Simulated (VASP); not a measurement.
A run of VASP 6.6.1 is set up as follows.

The input INCAR:

```
SYSTEM = Al
PREC = Accurate ; ENCUT = 600
EDIFF = 1E-7 ; ISMEAR = -1
SIGMA = 0.05 ; LREAL = .False.
LASPH = .True. ; NELM = 100
ALGO = Fast ; ISIF = 3
LWAVE = .False. ; LCHARG = .False.
GGA = OR ; LUSE_VDW = .True.
AGGAC = 0.0 ; IBRION = 2
NSW = 40 ; EDIFFG = -0.01
```

KPOINTS

```
Automatic mesh
0
Gamma
  11 11 11
  0 0 0
```

The input POSCAR:

```
Al
1.0
    0.0000000000      2.0248050000      2.0248050000
    2.0248050000      0.0000000000      2.0248050000
    2.0248050000      2.0248050000      0.0000000000
Al
1
Direct
    0.0000000000      0.0000000000      0.0000000000
```

Potentials or basis: VASP PAW PBE potentials, release 64 (Al).

The run is started by

```sh
$ cat potpaw_PBE.64/Al/POTCAR > POTCAR
$ mpirun -np 1 vasp_std > vasp.out
```

(1) What does it give for the space group after relaxing (to 0.05 Å)?

(2) Predict the relaxed volume.

Results:

(1) Fm-3m (No. 225).

(2) 16.73 Å³/atom.

Caveat: the PAW data sets were made with another functional, which shifts forces and pressure a little.

The cell as given is a measured one (16.60 Å³/atom); optPBE-vdW puts the equilibrium volume +0.8 % from it, thermal expansion not counted.
